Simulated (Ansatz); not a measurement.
**Equation of state of NbN from a dense series**

```xyz
2
Lattice="0.0000 2.1945 2.1945 2.1945 0.0000 2.1945 2.1945 2.1945 0.0000" Properties=species:S:1:pos:R:3 pbc="T T T"
Nb    2.1945    2.1945    2.1945
N     0.0000    0.0000    0.0000
```

Atoms are numbered in the order listed.

The cell comes from COD entry 1538667, which wasn't checked; take it as a given geometry.

Level of theory: DFT, LDA, all-electron LAPW, scalar-relativistic (Ansatz 0.2.0).

Numerical set-up: a Γ-centred 13×13×13 k mesh, Fermi–Dirac smearing of 0.08 eV, basis error target 0.25 meV/atom, no spin polarisation.

The cell is scaled evenly. Fractional coordinates are held (clamped ions).

| V (Å³/atom) | P (GPa) |
| --- | --- |
| 9.934 | 14.84 |
| 9.940 | 14.62 |
| 10.146 | 6.50 |
| 10.357 | -0.97 |
| 10.463 | -4.40 |
| 10.568 | -7.66 |
| 10.674 | -10.74 |
| 10.780 | -13.65 |
| 10.991 | -19.02 |

Q: Fit a third-order Birch–Murnaghan curve to the pressures.

A: P = (3B0/2)(y^(7/2) − y^(5/2))[1 + (3/4)(B0′ − 4)(y − 1)] with y = (V0/V)^(2/3) fits within 0.01 GPa for V0 = 10.328 Å³/atom, B0 = 350.4 GPa and B0′ = 4.38.

Q: Predict the pressure at the withheld volume, 11.202 Å³/atom.

A: There y = 0.9473, so the fit gives -23.83 GPa; the run gave -23.82 GPa.
